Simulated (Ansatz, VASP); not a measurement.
This is a calculation of ZnO for Ansatz 0.2.0.

The input input.yaml:

```yaml
crystal:
  lattice:
    - [2.68821, 0.0, 0.0]
    - [0.0, 2.68821, 0.0]
    - [0.0, 0.0, 2.68821]
  atoms:
    - { symbol: Zn, position: [0.0, 0.0, 0.0] }
    - { symbol: O, position: [0.5, 0.5, 0.5] }
hamiltonian:
  xc: pbe
  pseudopotentials: { kind: paw }
kpoints:
  mp_grid: { grid: [10, 10, 10] }
scf:
  occupations: { method: fermi_dirac, width: 0.05 }
output:
  forces: true
  stress: true
  eigenvalues: true
```

Potentials or basis: Ansatz PAW.

Run with:

```console
$ ansatz run input.yaml --threads 1 --pin off --max-ram 3584MiB --backend cpu --events-out ev --progress --plain --runs-dir out
```

**Question.** Translate it to VASP 6.6.1. Potentials there: VASP PAW PBE potentials, release 64 (Zn, O).

**Answer.** As run (the cutoff follows the program's own potentials):

The input INCAR:

```
PREC = Accurate
ENCUT = 520
EDIFF = 1E-7
ISMEAR = -1
SIGMA = 0.05
LREAL = False
LASPH = True
NELM = 60
ALGO = Normal
ISIF = 2
LWAVE = False
LCHARG = False
GGA = PE
NBANDS = 16
```

File KPOINTS:

```
regular mesh
0
Gamma
  10 10 10
```

File POSCAR:

```
ZnO
1.0
    2.6882100000      0.0000000000      0.0000000000
    0.0000000000      2.6882100000      0.0000000000
    0.0000000000      0.0000000000      2.6882100000
Zn O
1 1
Direct
    0.0000000000      0.0000000000      0.0000000000
    0.5000000000      0.5000000000      0.5000000000
```

Potentials or basis: VASP PAW PBE potentials, release 64 (Zn, O).

Run with:

```console
$ cat potpaw_PBE.64/Zn/POTCAR potpaw_PBE.64/O/POTCAR > POTCAR
$ mpirun -np 1 vasp_std > vasp.out
```

Both were run:

|  | VASP | Ansatz | Ansatz less VASP |
| --- | --- | --- | --- |
| gap on the k mesh at the Fermi level (eV) | none | none | - |
| pressure (GPa) | 0.6 | -0.1 | -0.69 |

A gap of «none» marks a metal or a gap that the smearing closes. With one functional, cell and mesh, what is left measures potentials, basis and numerics.

Caveats: the pressure holds a Pulay correction of +0.7 GPa for the finite cutoff (Ansatz).
